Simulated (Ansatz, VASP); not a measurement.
# LiCl: VASP beside Ansatz

Contents of INCAR:

```
SYSTEM = LiCl
  PREC = Accurate
  ENCUT = 520
  EDIFF = 1E-7
  ISMEAR = 0
  SIGMA = 0.02
  LREAL = .False.
  LASPH = .True.
  NELM = 60
  ALGO = Normal
  ISIF = 2
  LWAVE = .False.
  LCHARG = .False.
  GGA = PE
  NBANDS = 18
```

KPOINTS

```
regular mesh
0
Gamma
  9 9 4
  0 0 0
```

File POSCAR:

```
LiCl
1.0
    3.9204078426      0.0000000000      0.0000000000
   -1.9602039213      3.3951727849      0.0000000000
    0.0000000000      0.0000000000      5.9684841765
Li Cl
2 2
Direct
    0.6666666700      0.3333333300      0.8917472922
    0.3333333300      0.6666666700      0.3917472922
    0.6666666700      0.3333333300      0.4832537078
    0.3333333300      0.6666666700      0.9832537078
```

Input for Ansatz:

```yaml
crystal:
  lattice:
    - [3.9204078426, 0.0, 0.0]
    - [-1.9602039213, 3.3951727849, 0.0]
    - [0.0, 0.0, 5.9684841765]
  atoms:
    - { symbol: Li, position: [0.66666667, 0.33333333, 0.8917472922] }
    - { symbol: Li, position: [0.33333333, 0.66666667, 0.3917472922] }
    - { symbol: Cl, position: [0.66666667, 0.33333333, 0.4832537078] }
    - { symbol: Cl, position: [0.33333333, 0.66666667, 0.9832537078] }
basis:
  ecutwfc: 420
kpoints:
  mp_grid: { grid: [9, 9, 4] }
hamiltonian:
  xc: pbe
scf:
  occupations: { method: gaussian, width: 0.02 }
output:
  forces: true
  stress: true
  eigenvalues: true
```

Alike in both runs: task single point; functional PBE; k mesh 9 × 9 × 4; occupations gaussian, width 0.02 eV; no spin polarisation.

|  | VASP | Ansatz |
| --- | --- | --- |
| version | VASP 6.6.1 | Ansatz 0.2.0 |
| potentials or method | VASP PAW PBE potentials, release 64 (Li_sv, Cl) | scalar-relativistic, plane waves, PAW |
| plane-wave cutoff (eV) | 520 | 420 |
| valence electrons in the cell | 20 | 20 |

Ansatz gave:

* gap on the k mesh at the Fermi level (eV): 5.90
* least direct gap on the mesh (eV): 5.90
* rms of the force components (eV/Å): 0.078

Question: Which values does VASP return?

Answer: gap on the k mesh at the Fermi level (eV): 5.91; least direct gap on the mesh (eV): 5.91; rms of the force components (eV/Å): 0.078.

Atom by atom the forces differ by 0.001 eV/Å (rms over components).

Caveats: an odd mesh through Γ misses points on the zone boundary, where band edges often lie.
